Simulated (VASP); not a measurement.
Input of a VASP 6.6.1 run:

INCAR

```
SYSTEM = Si
PREC = Accurate
ENCUT = 700
EDIFF = 1E-7
ISMEAR = 0
SIGMA = 0.02
LREAL = .False.
LASPH = .True.
NELM = 60
ALGO = Fast
ISIF = 2
LWAVE = .False.
LCHARG = .True.
GGA = PS
LELF = .True.
LVHAR = .True.
NBANDS = 11
```

The input KPOINTS:

```
regular mesh
0
Gamma
  14 14 14
  0 0 0
```

POSCAR

```
Si
1.0
    0.0000000000      2.7176300000      2.7176300000
    2.7176300000      0.0000000000      2.7176300000
    2.7176300000      2.7176300000      0.0000000000
Si
2
Direct
    0.5000000000      0.5000000000      0.5000000000
    0.7500000000      0.7500000000      0.7500000000
```

Potentials or basis: VASP PAW PBE potentials, release 64 (Si).

Command:

```console
$ cat potpaw_PBE.64/Si/POTCAR > POTCAR
$ mpirun -np 1 vasp_std > vasp.out
```

Task: What does it give for the band gap on the k mesh?

Result: 0.46 eV, indirect (least direct gap 2.52 eV).

Task: What does it give for the pressure?

Result: 0.0 GPa.

Caveat: the PAW data sets were made with another functional, which shifts forces and pressure a little. A k mesh can miss the band edges.
